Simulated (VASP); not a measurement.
# Al2O3 (Corundum) (R-3c) in VASP: notebook, part 2 of 2

VASP 6.6.1. Earlier steps stand in the parts before.

### Step 3. Relaxation of cell and atoms, PBE

This run uses another cell than the first one, of 8.50 Å³/atom, 0.994 times its volume.

The input, INCAR:

```
  PREC = Accurate
  ENCUT = 600
  EDIFF = 1E-6
  ISMEAR = 0
  SIGMA = 0.03
  LREAL = False
  LASPH = True
  NELM = 80
  ALGO = Normal
  ISIF = 3
  LWAVE = False
  LCHARG = False
  GGA = PE
  IBRION = 2
  NSW = 90
  EDIFFG = -0.01
  KPAR = 2
```

The input, KPOINTS:

```
regular mesh
0
Gamma
  9 9 7
```

The input, POSCAR:

```
Al2O3
1.0
    2.3802500000      1.3742379782      4.3318666667
   -2.3802500000      1.3742379782      4.3318666667
    0.0000000000     -2.7484759565      4.3318666667
Al O
4 6
Direct
    0.3521600000      0.3521600000      0.3521600000
    0.1478400000      0.1478400000      0.1478400000
    0.6478400000      0.6478400000      0.6478400000
    0.8521600000      0.8521600000      0.8521600000
    0.5566800000      0.9433200000      0.2500000000
    0.2500000000      0.5566800000      0.9433200000
    0.9433200000      0.2500000000      0.5566800000
    0.4433200000      0.0566800000      0.7500000000
    0.7500000000      0.4433200000      0.0566800000
    0.0566800000      0.7500000000      0.4433200000
```

Potentials or basis: VASP PAW PBE potentials, release 64 (Al, O).

The run is started by

```console
cat potpaw_PBE.64/Al/POTCAR potpaw_PBE.64/O/POTCAR > POTCAR
mpirun -np 2 vasp_std > vasp.out
```

Wall time 7.9 min (2 MPI ranks of Intel Xeon 6975P-C (Granite Rapids), shared host); peak memory 0.5 GiB.

The run converged. Its results:

| Property | Result |
| --- | --- |
| Free energy | -74.8240 eV |
| Relaxed volume | 8.74 Å³/atom |
| Relaxed cell | a = 5.177 Å, b = 5.177 Å, c = 5.177 Å, α = 55.30°, β = 55.30°, γ = 55.30° |
| Space group after relaxing (to 0.05 Å) | R-3c (No. 167) |
| Energy gained by relaxing | 5.1 meV/atom |
| Ionic steps | 5 |
| Pressure after relaxing | 0.1 GPa |
| Largest force after relaxing | 0.003 eV/Å |
| Band gap on the k mesh | 5.88 eV, direct |

Forces on the atoms (eV/Å):
```
Al   0.000  0.000  0.003
Al   0.000  0.000 -0.003
Al   0.000  0.000 -0.003
Al   0.000  0.000  0.003
O   -0.002  0.000  0.000
O    0.001 -0.002  0.000
O    0.001  0.002  0.000
O    0.002  0.000  0.000
O   -0.001  0.002  0.000
O   -0.001 -0.002  0.000
```

Step by step:
```
step  energy change (eV)  largest force (eV/Å)  pressure (GPa)  volume (Å³)
   1              0.0000                0.0276            6.85        85.02
   2             -0.0141                0.0476           -5.32        89.57
   3             -0.0505                0.0372           -0.02        87.44
   4             -0.0505                0.0370            0.11        87.39
   5             -0.0507                0.0032            0.11        87.40
```

Final structure:
```yaml
crystal:
  lattice:
    - [2.40243, 1.38704, 4.37125]
    - [-2.40243, 1.38704, 4.37125]
    - [0.00000, -2.77409, 4.37125]
  atoms:
    - { symbol: Al, position: [0.35214, 0.35214, 0.35214] }
    - { symbol: Al, position: [0.14786, 0.14786, 0.14786] }
    - { symbol: Al, position: [0.64786, 0.64786, 0.64786] }
    - { symbol: Al, position: [0.85214, 0.85214, 0.85214] }
    - { symbol: O, position: [0.55620, 0.94380, 0.25000] }
    - { symbol: O, position: [0.25000, 0.55620, 0.94380] }
    - { symbol: O, position: [0.94380, 0.25000, 0.55620] }
    - { symbol: O, position: [0.44380, 0.05620, 0.75000] }
    - { symbol: O, position: [0.75000, 0.44380, 0.05620] }
    - { symbol: O, position: [0.05620, 0.75000, 0.44380] }
```

Levels at points of the mesh, in eV from the valence-band top:
| k point | band 21 | band 22 | band 23 | band 24 | band 25 | band 26 | band 27 | band 28 |
| --- | --- | --- | --- | --- | --- | --- | --- | --- |
| (0.00, 0.00, 0.00) | -0.46 | -0.03 | -0.03 | 0.00 | 5.88 | 8.92 | 10.39 | 11.29 |

Caveat: an odd mesh through Γ misses points on the zone boundary, where band edges often lie.

### Step 4. Relaxation of cell and atoms, PBE

This run uses another cell than the first one, of 8.74 Å³/atom, 1.022 times its volume.

Changes to INCAR since step 3:

```diff
@@ -2,3 +2,3 @@
   ENCUT = 600
-  EDIFF = 1E-6
+  EDIFF = 1E-7
   ISMEAR = 0
@@ -15,3 +15,3 @@
   NSW = 90
-  EDIFFG = -0.01
+  EDIFFG = -0.005
   KPAR = 2
```

KPOINTS is that of step 3.

The input, POSCAR:

```
Al2O3                                   
1.0
    2.4024316188      1.3870445418      4.3712475248
   -2.4024316188      1.3870445418      4.3712475248
    0.0000000000     -2.7740890837      4.3712475248
  Al              O             
     4     6
Direct
     0.3521383035161592    0.3521383035161592    0.3521383035161592
     0.1478616964838408    0.1478616964838408    0.1478616964838408
     0.6478616964838407    0.6478616964838407    0.6478616964838407
     0.8521383035161593    0.8521383035161593    0.8521383035161593
     0.5561991207858039    0.9438008792141961    0.2500000000000000
     0.2500000000000000    0.5561991207858039    0.9438008792141961
     0.9438008792141961    0.2500000000000000    0.5561991207858039
     0.4438008792141961    0.0561991207858039    0.7500000000000000
     0.7500000000000000    0.4438008792141961    0.0561991207858039
     0.0561991207858039    0.7500000000000000    0.4438008792141961
```

The run is started by

```console
cat potpaw_PBE.64/Al/POTCAR potpaw_PBE.64/O/POTCAR > POTCAR
mpirun -np 2 vasp_std > vasp.out
```

It took 2.7 min on 2 MPI ranks of Intel Xeon 6975P-C (Granite Rapids), shared host; peak memory 0.5 GiB.

The run converged. Its results:

| Quantity | Value |
| --- | --- |
| Free energy | -74.8319 eV |
| Pressure after relaxing | 0.1 GPa |
| Largest force after relaxing | 0.003 eV/Å |
| Band gap on the k mesh | 5.88 eV, direct |

Forces on the atoms (eV/Å):
```
Al   0.000  0.000  0.003
Al   0.000  0.000 -0.003
Al   0.000  0.000 -0.003
Al   0.000  0.000  0.003
O   -0.002  0.000  0.000
O    0.001 -0.002  0.000
O    0.001  0.002  0.000
O    0.002  0.000  0.000
O   -0.001  0.002  0.000
O   -0.001 -0.002  0.000
```

Stress tensor (GPa, compression positive):
```
0.09 0.00 0.00
0.00 0.09 0.00
0.00 0.00 0.01
```

Final structure:
```
CELL_PARAMETERS angstrom
2.40243 1.38704 4.37125
-2.40243 1.38704 4.37125
0.00000 -2.77409 4.37125
ATOMIC_POSITIONS crystal
Al 0.35214 0.35214 0.35214
Al 0.14786 0.14786 0.14786
Al 0.64786 0.64786 0.64786
Al 0.85214 0.85214 0.85214
O 0.55620 0.94380 0.25000
O 0.25000 0.55620 0.94380
O 0.94380 0.25000 0.55620
O 0.44380 0.05620 0.75000
O 0.75000 0.44380 0.05620
O 0.05620 0.75000 0.44380
```

Levels at points of the mesh, in eV from the valence-band top:
```csv
k point,band 22,band 23,band 24,band 25,band 26,band 27
"(0.00, 0.00, 0.00)",-0.03,-0.03,0.00,5.88,8.92,10.39
```

Caveat: the relaxation stopped at its first step, so nothing moved; an odd mesh through Γ misses points on the zone boundary, where band edges often lie.

### Step 5. Relaxation of cell and atoms, PBE

This run uses another cell than the first one, of 8.50 Å³/atom, 0.994 times its volume.

The input, INCAR:

```
PREC = Accurate ; ENCUT = 300
EDIFF = 1E-6 ; ISMEAR = 0
SIGMA = 0.03 ; LREAL = False
LASPH = True ; NELM = 80
ALGO = Normal ; ISIF = 3
LWAVE = False ; LCHARG = False
GGA = PE ; IBRION = 2
NSW = 90 ; EDIFFG = -0.01
KPAR = 2
```

The input, KPOINTS:

```
Automatic mesh
0
Gamma
  5 5 4
```

The input, POSCAR:

```
Al2O3
1.0
    2.3802500000      1.3742379782      4.3318666667
   -2.3802500000      1.3742379782      4.3318666667
    0.0000000000     -2.7484759565      4.3318666667
Al O
4 6
Direct
    0.3521600000      0.3521600000      0.3521600000
    0.1478400000      0.1478400000      0.1478400000
    0.6478400000      0.6478400000      0.6478400000
    0.8521600000      0.8521600000      0.8521600000
    0.5566800000      0.9433200000      0.2500000000
    0.2500000000      0.5566800000      0.9433200000
    0.9433200000      0.2500000000      0.5566800000
    0.4433200000      0.0566800000      0.7500000000
    0.7500000000      0.4433200000      0.0566800000
    0.0566800000      0.7500000000      0.4433200000
```

Potentials or basis: VASP PAW PBE potentials, release 64 (Al, O_s).

The run is started by

```console
cat potpaw_PBE.64/Al/POTCAR potpaw_PBE.64/O_s/POTCAR > POTCAR
mpirun -np 2 vasp_std > vasp.out
```

It took 45 s on 2 MPI ranks of AMD EPYC 9R14 (Zen 4), shared host; peak memory 0.15 GiB.

The run converged, but some of its settings lie outside the range that counts as converged, so its numbers aren't taken as properties of the crystal.

What came out:

| Quantity | Value |
| --- | --- |
| Free energy | -74.7022 eV |
| Relaxed volume | 8.67 Å³/atom |
| Relaxed cell | a = 5.162 Å, b = 5.162 Å, c = 5.162 Å, α = 55.32°, β = 55.32°, γ = 55.32° |
| Space group after relaxing (to 0.05 Å) | R-3c (No. 167) |
| Energy gained by relaxing | 2.8 meV/atom |
| Ionic steps | 5 |
| Largest force after relaxing | 0.008 eV/Å |
| Band gap on the k mesh | 5.98 eV, direct |

Caveat: the cutoff is under 1.25 times the usual one of these potentials, so pressure, stress and relaxed cells hold a basis-set (Pulay) error.

### Step 6. Relaxation of cell and atoms, PBE

This run uses another cell than the first one, of 8.67 Å³/atom, 1.013 times its volume.

The input, INCAR:

```
PREC = Accurate ; ENCUT = 300
EDIFF = 1E-7 ; ISMEAR = 0
SIGMA = 0.03 ; LREAL = False
LASPH = True ; NELM = 80
ALGO = Normal ; ISIF = 3
LWAVE = False ; LCHARG = False
GGA = PE ; IBRION = 2
NSW = 90 ; EDIFFG = -0.005
KPAR = 2
```

KPOINTS is that of step 5.

The input, POSCAR:

```
Al2O3                                   
1.0
    2.3963994947      1.3835618933      4.3576244705
   -2.3963994947      1.3835618933      4.3576244705
   -0.0000000000     -2.7671237867      4.3576244705
  Al              O             
     4     6
Direct
     0.3521737586518167    0.3521737586518167    0.3521737586518166
     0.1478262413481834    0.1478262413481834    0.1478262413481834
     0.6478262413481835    0.6478262413481835    0.6478262413481835
     0.8521737586518165    0.8521737586518165    0.8521737586518165
     0.5562256214212440    0.9437743785787560    0.2500000000000000
     0.2500000000000000    0.5562256214212440    0.9437743785787560
     0.9437743785787560    0.2500000000000000    0.5562256214212440
     0.4437743785787560    0.0562256214212440    0.7500000000000000
     0.7500000000000000    0.4437743785787559    0.0562256214212441
     0.0562256214212441    0.7500000000000000    0.4437743785787559
```

Potentials or basis: VASP PAW PBE potentials, release 64 (Al, O_s).

The run is started by

```console
cat potpaw_PBE.64/Al/POTCAR potpaw_PBE.64/O_s/POTCAR > POTCAR
mpirun -np 2 vasp_std > vasp.out
```

It took 45 s on 2 MPI ranks of AMD EPYC 9R14 (Zen 4), shared host; peak memory 0.15 GiB.

These settings aren't checked as converged: the numbers below hold their error.

What came out:

| Quantity | Value |
| --- | --- |
| Free energy | -74.7298 eV |
| Relaxed volume | 8.69 Å³/atom |
| Relaxed cell | a = 5.165 Å, b = 5.165 Å, c = 5.165 Å, α = 55.33°, β = 55.33°, γ = 55.33° |
| Space group after relaxing (to 0.05 Å) | R-3c (No. 167) |
| Energy gained by relaxing | 0.0 meV/atom |
| Ionic steps | 5 |
| Band gap on the k mesh | 5.95 eV, direct |

Caveat: the cutoff is under 1.25 times the usual one of these potentials, so pressure, stress and relaxed cells hold a basis-set (Pulay) error.
